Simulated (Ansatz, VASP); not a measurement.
One calculation of MgS, two programs

INCAR

```
  PREC = Accurate
  ENCUT = 520
  EDIFF = 1E-7
  ISMEAR = 0
  SIGMA = 0.05
  LREAL = F
  LASPH = T
  NELM = 100
  ALGO = Normal
  ISIF = 2
  LWAVE = F
  LCHARG = F
  GGA = PS
  NBANDS = 11
```

Contents of KPOINTS:

```
Automatic mesh
0
Gamma
  8 8 8
```

Contents of POSCAR:

```
MgS
1.0
    0.0000000000      2.6016500000      2.6016500000
    2.6016500000      0.0000000000      2.6016500000
    2.6016500000      2.6016500000      0.0000000000
Mg S
1 1
Direct
   -0.0509609369      0.0000000000      0.0000000000
    0.5000000000      0.5000000000      0.5000000000
```

Input for Ansatz:

```yaml
crystal:
  lattice:
    - [0.0, 2.60165, 2.60165]
    - [2.60165, 0.0, 2.60165]
    - [2.60165, 2.60165, 0.0]
  atoms:
    - { symbol: Mg, position: [-0.0509609369, 0.0, 0.0] }
    - { symbol: S, position: [0.5, 0.5, 0.5] }
basis:
  ecutwfc: 420
kpoints:
  mp_grid: { grid: [8, 8, 8] }
hamiltonian:
  xc: pbesol
scf:
  occupations: { method: gaussian, width: 0.05 }
output:
  forces: true
  stress: true
  eigenvalues: true
```

Change from the starting cell: all Mg atoms moved +0.188 Å, as atom 1 towards its neighbour atom 1 (Mg) at 3.679 Å.

Alike in both runs: task single point; functional PBEsol; k mesh 8 × 8 × 8; occupations gaussian, width 0.05 eV; no spin polarisation.

|  | VASP | Ansatz |
| --- | --- | --- |
| version | VASP 6.6.1 | Ansatz 0.2.0 |
| potentials or method | VASP PAW PBE potentials, release 64 (Mg, S) | scalar-relativistic, plane waves, PAW |
| plane-wave cutoff (eV) | 520 | 420 |
| valence electrons in the cell | 8 | 16 |

VASP gave:

| Item | Value |
| --- | --- |
| gap on the k mesh at the Fermi level (eV) | 2.71 |
| least direct gap on the mesh (eV) | 3.59 |
| pressure (GPa) | 0.0 |
| largest component of the traceless stress (GPa) | 1.43 |
| rms of the force components (eV/Å) | 0.319 |

Estimate Ansatz's values.

gap on the k mesh at the Fermi level (eV): 2.71; least direct gap on the mesh (eV): 3.59; pressure (GPa): 0.2; largest component of the traceless stress (GPa): 1.42; rms of the force components (eV/Å): 0.318.

Atom by atom the forces differ by 0.001 eV/Å (rms over components). The functional is the same, so the differences come from potentials, cutoffs and numerics. The two sets of potentials don't hold the same shells in valence.

Caveats: the PAW data sets were made with another functional, which shifts forces and pressure a little (VASP). A k mesh can miss the band edges.
